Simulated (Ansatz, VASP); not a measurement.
# Mg in VASP and in Ansatz

```xyz
1
Lattice="2.9958 0.0000 0.0000 0.0000 2.9958 0.0000 0.0000 0.0000 2.9958" Properties=species:S:1:pos:R:3 pbc="T T T"
Mg    0.0000    0.0000    0.0000
```

The cell was built by a generator and needn't be a form met in nature.

Alike in both runs: functional PBEsol; k mesh 11 × 11 × 11; occupations fermi-dirac, width 0.1 eV; no spin polarisation.

Ansatz relaxed the structure, and its values are those at the end. VASP's run is a single point on that final structure, the one shown.

|  | VASP | Ansatz |
| --- | --- | --- |
| version | VASP 6.6.1 | Ansatz 0.2.0 |
| potentials or method | VASP PAW PBE potentials, release 64 (Mg) | plane waves (420 eV) with PAW, scalar-relativistic |
| plane-wave cutoff (eV) | 520 | 420 |
| valence electrons in the cell | 2 | 10 |

|  | VASP | Ansatz | Ansatz less VASP |
| --- | --- | --- | --- |
| pressure (GPa) | 0.0 | 0.0 | +0.02 |

The two sets of potentials don't hold the same shells in valence. Ansatz warned: «pseudo_functional_mismatch».

Caveats: the PAW data sets were made with another functional, which shifts forces and pressure a little (VASP).
